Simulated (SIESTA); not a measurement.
Runs of SIESTA 5.4.2 on Co. Symmetry: P6_3/mmc, No. 194, hexagonal system. The conventional cell has a = 2.472 Å, b = 2.472 Å, c = 4.021 Å, α = 90.00°, β = 90.00°, γ = 120.00°. Co (site symmetry -6m2) is surrounded by 12 Co at 2.47 Å. 

| potentials or basis | gap on the mesh (eV) | pressure (GPa) | moment (μB) |
| --- | --- | --- | --- |
| PseudoDojo 0.4 standard (PBEsol files), TZDP (energy shift 0.003 Ry; two zetas on semicore shells) | none | (c) | 3.20 |
| PseudoDojo 0.4 standard (PBEsol files), SZP (energy shift 0.003 Ry) | none | 2.8 | 3.22 |
| PseudoDojo 0.4 standard (PBEsol files), DZP (energy shift 0.003 Ry; two zetas on semicore shells) | none | -5.2 | 3.19 |
| PseudoDojo 0.4 standard (PBEsol files), SZ (energy shift 0.003 Ry) | none | (b) | (a) |
| PseudoDojo 0.4 standard (PBEsol files), TZP (energy shift 0.003 Ry; two zetas on semicore shells) | none | -6.7 | 3.20 |
| PseudoDojo 0.4 standard (PBEsol files), DZ (energy shift 0.003 Ry; two zetas on semicore shells) | none | -18.4 | 3.24 |

Alike in all rows: task band structure; level PBEsol; spin collinear, ferromagnetic start; cell as given; k mesh 12 × 12 × 7; smearing fermi-dirac 0.05 eV; grid cutoff 800 Ry; energy shift 0.003 Ry.

**Question.** Fill in the values left out.

**Answer.** (a) 2.96; (b) 19.3; (c) -6.2.

Caveats: short orbitals over semicore shells can move pressures by several GPa; the basis of atomic orbitals isn't converged, which shifts pressures, moduli and gaps; the basis has no polarisation orbitals (some runs).

A gap of «none» marks a metal or a gap under the smearing width.
